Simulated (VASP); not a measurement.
Wanted: the native input for a VASP 6.6.1 run.

```yaml
Task: single point
Functional: PBE
Potentials_or_basis: VASP PAW PBE potentials, release 64 (K_sv, Br)
Cutoff: 520 eV
k_mesh: 4 × 4 × 4
Occupations: gaussian, width 0.01 eV
Spin: no spin polarisation
Dipole_correction: no
Further_INCAR_settings: ALGO = Normal; EDIFF = 1e-07; NBANDS = 15
```

The structure of KBr lies in POSCAR:

```
KBr
1.0
    0.0000000000      3.3024386828      3.3024386828
    3.3024386828      0.0000000000      3.3024386828
    3.3024386828      3.3024386828      0.0000000000
K Br
1 1
Direct
    0.0000000000      0.0000000000      0.0000000000
    0.5000000000      0.5000000000      0.5000000000
```

The input as run:

INCAR

```
PREC = Accurate
ENCUT = 520
EDIFF = 1E-7
ISMEAR = 0
SIGMA = 0.01
LREAL = False
LASPH = True
NELM = 100
ALGO = Normal
ISIF = 2
LWAVE = False
LCHARG = False
GGA = PE
NBANDS = 15
```

KPOINTS

```
Automatic mesh
0
Gamma
  4 4 4
```

Potentials or basis: VASP PAW PBE potentials, release 64 (K_sv, Br).

The run is started by

```console
$ cat potpaw_PBE.64/K_sv/POTCAR potpaw_PBE.64/Br/POTCAR > POTCAR
$ mpirun -np 1 vasp_std > vasp.out
```

Results of the run:

```
Pressure               : 0.7 GPa
Band gap on the k mesh : 4.43 eV, direct
```

It took 6.2 s on 1 thread of Intel(R) Xeon(R) 6975P-C (Granite Rapids), on a shared host, peak memory 0.19 GiB.
